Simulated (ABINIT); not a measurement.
# WS2 (R3m) in ABINIT: single point with LDA

Aim: the single point of WS2 with LDA.

Everything below comes from runs of ABINIT 10.8.3 (patched build). Logs are shortened: lines on timing, memory, paths and dates and some standing lists are left out, and cuts for length are marked. The log counts tension as positive stress, the text compression.

## Step 1: Starting point

Symmetry: R3m, No. 160, trigonal system. Conventional cell: a = 3.158 Å, b = 3.158 Å, c = 18.490 Å, α = 90.00°, β = 90.00°, γ = 120.00°. W (site symmetry 3m) has 6 S at 2.39 to 2.42 Å as nearest neighbours. S (site symmetry 3m) has 3 W at 2.42 Å as nearest neighbours. S (site symmetry 3m) is surrounded by 3 W at 2.39 Å.

Measurements of this composition are mostly on another form, of space group No. 194.

## Step 2: Single point, LDA

Input file run.abi:

```
pp_dirpath "./"
pseudos "W.upf, S.upf"

acell 3*1.0
rprim
     2.9838775508     1.7227425073    11.6470120147
    -2.9838775508     1.7227425073    11.6470120147
     0.0000000000    -3.4454850143    11.6470120147
ntypat 2
znucl 74 16
natom 3
typat 1 2 2
xred
     0.0000000000     0.0000000000     0.0000000000
     0.5810000000     0.5810000000     0.5810000000
     0.7503000000     0.7503000000     0.7503000000

ecut 30.0

kptopt 1
ngkpt 8 8 8
nshiftk 1
shiftk 0.0 0.0 0.0

ixc 7

nband 17
occopt 3
tsmear 0.05 eV

nstep 100
tolvrs 1.0e-10

iomode 3
prtwf 0
prtden 0
prteig 0
prtebands 0
enunit 1
```

Potentials or basis: PseudoDojo NC SR LDA v0.4.1 standard.

On the command line:

```console
abinit run.abi > log 2>&1
```

run.abo:

```text
.Version 10.8.3 of ABINIT
 Symmetries : space group R3 m (#160); Bravais hR (rhombohedral)
================================================================================
 Values of the parameters that define the memory need of the present run
     intxc =       0    ionmov =       0      iscf =       7    lmnmax =       8
     lnmax =       8     mgfft =      60  mpssoang =       4    mqgrid =    3001
     natom =       3  nloc_mem =       1    nspden =       1   nspinor =       1
    nsppol =       1      nsym =       6    n1xccc =    2501    ntypat =       2
    occopt =       3   xclevel =       1
       mpw =        2851          nfft =      216000          nkpt =          65
================================================================================
================================================================================

--------------------------------------------------------------------------------
------------- Echo of variables that govern the present computation ------------
--------------------------------------------------------------------------------
 -outvars: echo values of preprocessed input variables --------
            acell      1.0000000000E+00  1.0000000000E+00  1.0000000000E+00 Bohr
              amu      1.83850000E+02  3.20660000E+01
             ecut      3.00000000E+01 Hartree
           enunit           1
                       outvar_i_n : Printing only first  50 k-points.
              ixc           7
                       outvar_i_n : Printing only first  50 k-points.
         kptrlatt        8    0    0      0    8    0      0    0    8
          kptrlen      4.77420408E+01
            natom           3
            nband          17
            ngfft          60      60      60
             nkpt          65
            nstep         100
             nsym           6
           ntypat           2
                       prtocc : prtvol=0, do not print more k-points.
           occopt           3
           prtden           0
        prtebands           0
           prteig           0
            prtwf           0
            rprim      2.9838775508E+00  1.7227425073E+00  1.1647012015E+01
                      -2.9838775508E+00  1.7227425073E+00  1.1647012015E+01
                       0.0000000000E+00 -3.4454850143E+00  1.1647012015E+01
          spgroup         160
           tolvrs      1.00000000E-10
           tsmear      1.83746611E-03 Hartree
            typat      1  2  2
                       outvars : Printing only first  50 k-points.
           xangst      0.0000000000E+00  0.0000000000E+00  0.0000000000E+00
                      -2.0166039631E-18  9.2235842316E-11  1.0742689993E+01
                      -9.6773893113E-17  1.1911257354E-10  1.3873046990E+01
            xcart      0.0000000000E+00  0.0000000000E+00  0.0000000000E+00
                      -3.8108291946E-18  1.7430048097E-10  2.0300741942E+01
                      -1.8287615412E-16  2.2509014214E-10  2.6216259344E+01
             xred      0.0000000000E+00  0.0000000000E+00  0.0000000000E+00
[... 111 lines left out ...]
 ----iterations are completed or convergence reached----

 Mean square residual over all n,k,spin=   50.241E-08; max=  31.882E-05
 reduced coordinates (array xred) for    3 atoms
       0.000000000000      0.000000000000      0.000000000000
       0.581000000000      0.581000000000      0.581000000000
       0.750300000000      0.750300000000      0.750300000000
 rms dE/dt=  1.0874E-01; max dE/dt=  1.3209E-01; dE/dt below (all hartree)
    1       0.132090385560      0.132090385560      0.132090385560
    2      -0.134239349042     -0.134239349042     -0.134239349042
    3       0.002149013222      0.002149013222      0.002149013222

 cartesian coordinates (angstrom) at end:
    1      0.00000000000000     0.00000000000000     0.00000000000000
    2     -0.00000000000000     0.00000000009224    10.74268999264117
    3     -0.00000000000000     0.00000000011911    13.87304699049685

 cartesian forces (hartree/bohr) at end:
    1      0.00000000000000    -0.00000000000000    -0.01134113786551
    2     -0.00000000000000     0.00000000000000     0.01152564841974
    3      0.00000000000000    -0.00000000000000    -0.00018451055423
 frms,max,avg= 5.3902796E-03 1.1525648E-02   0.000E+00  0.000E+00 -1.424E-09 h/b

 cartesian forces (eV/Angstrom) at end:
    1      0.00000000000000    -0.00000000000000    -0.58318475697429
    2     -0.00000000000000     0.00000000000000     0.59267267115029
    3      0.00000000000000    -0.00000000000000    -0.00948791417600
 frms,max,avg= 2.7717932E-01 5.9267267E-01   0.000E+00  0.000E+00 -7.320E-08 e/A
 length scales=  1.000000000000  1.000000000000  1.000000000000 bohr
              =  0.529177210544  0.529177210544  0.529177210544 angstroms
 Fermi (or HOMO) energy (eV) =   9.79832   Average Vxc (eV)= -11.47610
 Eigenvalues (   eV  ) for nkpt=  65  k points:
 kpt#   1, nband= 17, wtk=  0.00195, kpt=  0.0000  0.0000  0.0000 (reduced coord)
 -65.31904  -29.57654  -29.38734  -29.38734   -6.30001   -4.28265    1.63869    5.77078
   5.77078    7.02232    7.02232    7.77298    8.07474   11.48333   11.48333   11.84413
  11.84413
 prteigrs : prtvol=0 or 1, do not print more k-points.

--- !EnergyTerms
iteration_state     : {dtset: 1, }
comment             : Components of total free energy in Hartree
kinetic             :  2.81501473368247E+01
hartree             :  2.57956198621696E+01
xc                  : -2.28521807540784E+01
Ewald energy        : -5.99631140753819E+01
psp_core            :  2.06776640105475E+00
local_psp           : -8.71105574817473E+01
non_local_psp       :  1.57699465783277E+01
internal            : -9.81423721328308E+01
'-kT*entropy'       : -1.71407641633849E-08
total_energy        : -9.81423721499716E+01
total_energy_eV     : -2.67058999566968E+03
band_energy         : -9.17828936119112E+00
...

 Cartesian components of stress tensor (hartree/bohr^3)
  sigma(1 1)=  1.43079601E-04  sigma(3 2)= -5.06490524E-14
  sigma(2 2)=  1.43079601E-04  sigma(3 1)=  0.00000000E+00
  sigma(3 3)=  1.27907204E-04  sigma(2 1)=  0.00000000E+00

-Cartesian components of stress tensor (GPa)         [Pressure= -4.0608E+00 GPa]
- sigma(1 1)=  4.20954721E+00  sigma(3 2)= -1.49014657E-09
- sigma(2 2)=  4.20954721E+00  sigma(3 1)=  0.00000000E+00
- sigma(3 3)=  3.76315986E+00  sigma(2 1)=  0.00000000E+00

== END DATASET(S) ==============================================================
================================================================================

 -outvars: echo values of variables after computation  --------
            acell      1.0000000000E+00  1.0000000000E+00  1.0000000000E+00 Bohr
           etotal     -9.8142372150E+01
            fcart      1.0324652223E-18 -9.7700883380E-19 -1.1341137866E-02
                      -1.4491514067E-18  3.3115230424E-18  1.1525648420E-02
                       4.1668618439E-19 -2.3345142086E-18 -1.8451055423E-04
            rprim      2.9838775508E+00  1.7227425073E+00  1.1647012015E+01
                      -2.9838775508E+00  1.7227425073E+00  1.1647012015E+01
                       0.0000000000E+00 -3.4454850143E+00  1.1647012015E+01
           strten      1.4307960146E-04  1.4307960134E-04  1.2790720378E-04
                      -5.0649052410E-14  0.0000000000E+00  0.0000000000E+00
           xangst      0.0000000000E+00  0.0000000000E+00  0.0000000000E+00
                      -2.0166039631E-18  9.2235842316E-11  1.0742689993E+01
                      -9.6773893113E-17  1.1911257354E-10  1.3873046990E+01
             xred      0.0000000000E+00  0.0000000000E+00  0.0000000000E+00
                       5.8100000000E-01  5.8100000000E-01  5.8100000000E-01
                       7.5030000000E-01  7.5030000000E-01  7.5030000000E-01
 Calculation completed.
```

It took 4.8 min on 1 thread of Arm Neoverse V1, shared host; peak memory 0.15 GiB.

Results:

```
Free energy                                           : -2670.5900 eV
Pressure                                              : -4.1 GPa
Largest force                                         : 0.593 eV/Å
Band gap on the k mesh                                : 1.10 eV, indirect (least direct gap 2.28 eV)
Valence electrons inside the program's atomic spheres : W 10.19; S 3.94, 3.97
```

Forces in eV/Å, atoms in the order of the input:
```
W    0.000  0.000 -0.583
S    0.000  0.000  0.593
S    0.000  0.000 -0.009
```

Caveat: spin-orbit coupling is left out, which moves the levels of the heavy elements. A k mesh can miss the band edges.
